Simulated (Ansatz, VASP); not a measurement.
## MgB2: VASP beside Ansatz

Contents of INCAR:

```
  ALGO = Normal
  EDIFF = 1E-7
  ENCUT = 520
  GGA = PE
  ISIF = 2
  ISMEAR = -1
  LASPH = T
  LCHARG = F
  LREAL = F
  LWAVE = F
  NBANDS = 11
  NELM = 100
  PREC = Accurate
  SIGMA = 0.05
```

File KPOINTS:

```
k-points
0
Gamma
  12 12 9
```

POSCAR

```
MgB2
1.0
    3.1775507267      0.0000000000      0.0000000000
   -1.5887753634      2.7518396512      0.0000000000
    0.0000000000      0.0000000000      3.5230000000
Mg B
1 2
Direct
    0.0000000000      0.0000000000      0.0000000000
    0.3333333333      0.6666666667      0.5000000000
    0.6666666667      0.3333333333      0.5000000000
```

Input for Ansatz:

```yaml
crystal:
  lattice:
    - [3.1775507267, 0.0, 0.0]
    - [-1.5887753634, 2.7518396512, 0.0]
    - [0.0, 0.0, 3.523]
  atoms:
    - { symbol: Mg, position: [0.0, 0.0, 0.0] }
    - { symbol: B, position: [0.3333333333, 0.6666666667, 0.5] }
    - { symbol: B, position: [0.6666666667, 0.3333333333, 0.5] }
kpoints:
  mp_grid: { grid: [12, 12, 9] }
  band_path:
    path:
      - [0.0, 0.0, 0.0]
      - [0.5, 0.0, 0.0]
      - [0.3333333333, 0.3333333333, 0.0]
      - [0.0, 0.0, 0.0]
      - [0.0, 0.0, 0.5]
      - [0.5, 0.0, 0.5]
      - [0.3333333333, 0.3333333333, 0.5]
      - [0.0, 0.0, 0.5]
      - [0.5, 0.0, 0.5]
    npoints: 5
scf:
  occupations: { method: fermi_dirac, width: 0.05 }
hamiltonian:
  xc: pbe
  pseudopotentials: { kind: all_electron, lapw: { basis_error: 0.0005 } }
output:
  forces: true
  stress: true
  eigenvalues: true
```

Change from the starting cell: equal xx and yy strain of +3 %.

Alike in both runs: task single point; functional PBE; k mesh 12 × 12 × 9; occupations fermi-dirac, width 0.05 eV; no spin polarisation.

```csv
,VASP,Ansatz
version,VASP 6.6.1,Ansatz 0.2.0
potentials or method,"VASP PAW PBE potentials, release 64 (Mg, B)","all-electron LAPW, scalar-relativistic"
plane-wave cutoff (eV),520,see its input
```

|  | VASP | Ansatz | Ansatz less VASP |
| --- | --- | --- | --- |
| pressure (GPa) | -10.2 | -10.0 | +0.23 |
| largest component of the traceless stress (GPa) | 8.02 | 8.15 | +0.125 |

Ansatz ran all-electron here, so the differences hold the error of VASP's frozen core and of both bases.
